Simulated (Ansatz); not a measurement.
NbP:

```
Nb P
1.0
    -1.67492    1.67492    5.74011
     1.67492   -1.67492    5.74011
     1.67492    1.67492   -5.74011
Nb P
2 2
Direct
  0.24988 0.74988 0.50000
  0.49988 0.49988 0.00000
  0.83275 0.33275 0.50000
  0.08275 0.08275 0.00000
```

The cell is a database's computed one.

Base run:

```yaml
Program: Ansatz 0.2.0
Functional: PBEsol
Potentials_or_basis: all-electron LAPW, scalar-relativistic
Cutoff: 207 eV (chosen from the basis error)
Basis_error_allowed: 0.002 eV/atom
k_mesh: 11 × 11 × 11
Occupations: fermi-dirac, width 0.05 eV
Spin: no spin polarisation
```

Its results: pressure -6.4 GPa; largest force 0.017 eV/Å.

After a change of settings the same cell gave: pressure -5.0 GPa; largest force 0.037 eV/Å. Which change was it?
A. potentials or basis from all-electron LAPW, scalar-relativistic to all-electron LAPW, inner shells corrected to Dirac's equation
B. potentials or basis from all-electron LAPW, scalar-relativistic to all-electron PAW datasets made for the crystal
C. potentials or basis from all-electron LAPW, scalar-relativistic to all-electron LAPW, non-relativistic

C.

Caveats: relativity is left out, which matters for the heavier elements (some runs).

The runs don't all hold the same shells in valence.
